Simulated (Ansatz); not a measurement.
A relaxed cell of SnGe2 is given with its symmetry left out. The cell was found from a structure generator's guess, not taken from experiment.

The calculation used DFT PBE, scalar-relativistic, plane waves, PAW (Ansatz 0.2.0). Cutoff 420 eV, Γ-centred mesh, Gaussian smearing, no spin polarisation.

```xyz
3
Lattice="3.2380 0.0000 0.0000 -1.6190 2.8042 0.0000 0.0000 0.0000 7.5391" Properties=species:S:1:pos:R:3 pbc="T T T"
Sn    0.0000    0.0000    0.0000
Ge    0.0000    1.8695    4.8156
Ge    1.6190    0.9347    2.7235
```

The zero of energy is the elements' standard structures at the same level; no fitted shifts are applied. The references include grey tin.

Problem. Find its symmetry and describe it.

Solution. P-3m1 (No. 164), with Sn and Ge ordered on fcc sites. Conventional cell: a = 3.238 Å, c = 7.539 Å. Around Sn lie 6 Sn at 3.24 Å and 6 Ge at 3.30 Å; Ge has 3 Ge at 2.81 Å, 6 Ge at 3.24 Å and 3 Sn at 3.30 Å.

Problem. What is its formation energy per atom?

Solution. +0.26 eV/atom. The separate elements lie lower, so it is unstable against them.

Problem. Is it a metal?

Solution. Yes, bands cross the Fermi level on the 18×18×6 mesh.

The last run used an 18×18×6 mesh (in the run's order of axes) for its 3-atom cell and Gaussian smearing of 0.10 eV. A structure relaxed within its symmetry needn't be a true minimum. Another cell of SnGe2 relaxed alike, in P-3m1, lies 223 meV/atom lower, so this cell isn't the stable form at this level.
